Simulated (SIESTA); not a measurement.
## CdSe under changes of volume

One of the cells (28.942 Å³/atom); the others are scaled copies at fixed shape and fractional positions:

```xyz
2
Lattice="0.0000 3.0703 3.0703 3.0703 0.0000 3.0703 3.0703 3.0703 0.0000" Properties=species:S:1:pos:R:3 pbc="T T T"
Cd    0.0000    0.0000    0.0000
Se    1.5351    1.5351    1.5351
```

Measurements of this composition are mostly on another form, of space group No. 186.

| Quantity | Value |
| --- | --- |
| Program | SIESTA 5.4.2 |
| Functional | PBEsol |
| Potentials or basis | PseudoDojo 0.4 standard (PBEsol files) |
| Basis | DZP (energy shift 0.003 Ry; two zetas on semicore shells) |
| Grid cutoff | 800 Ry |
| Energy shift | 0.003 Ry |
| k mesh | 8 × 8 × 8 |
| Occupations | fermi-dirac, width 0.05 eV |
| Spin | no spin polarisation |

```tsv
volume (Å³/atom)	energy over the lowest point (meV/atom)	pressure (GPa)	gap on the mesh (eV)
27.206	?	?	?
27.784	1.33	1.0	0.77
28.363	0.00	-0.2	0.72
28.942	3.05	-1.2	0.67
29.521	9.04	-2.1	0.61
30.100	18.06	-2.9	0.56
30.679	29.74	-3.6	0.51
```

**Question.** What does the run at 27.206 Å³/atom give?

**Answer.** Energy over the lowest point 6.94 meV/atom; pressure 2.2 GPa; gap on the mesh 0.83 eV.

Worked out: A Birch-Murnaghan fit of order 3 (a polynomial in V^(-2/3)) to the other rows has its minimum at 28.23 Å³/atom with B0 = V·E''(V) = 55 GPa and B' = 6.1. It gives 6.97 meV/atom at 27.206 Å³/atom, against the run's 6.94, and -dE/dV = 2.3 GPa, against 2.2. A straight line through the other rows of the gap, of slope -2.65 eV per unit of ln V (its deformation potential), extrapolates to 0.83 eV, against the run's 0.83.

Energies are extrapolated to zero smearing.

Caveats: the basis of atomic orbitals isn't converged, which shifts pressures, moduli and gaps.

A mesh can miss the band edges. Spin-orbit coupling on Cd, Se is left out.
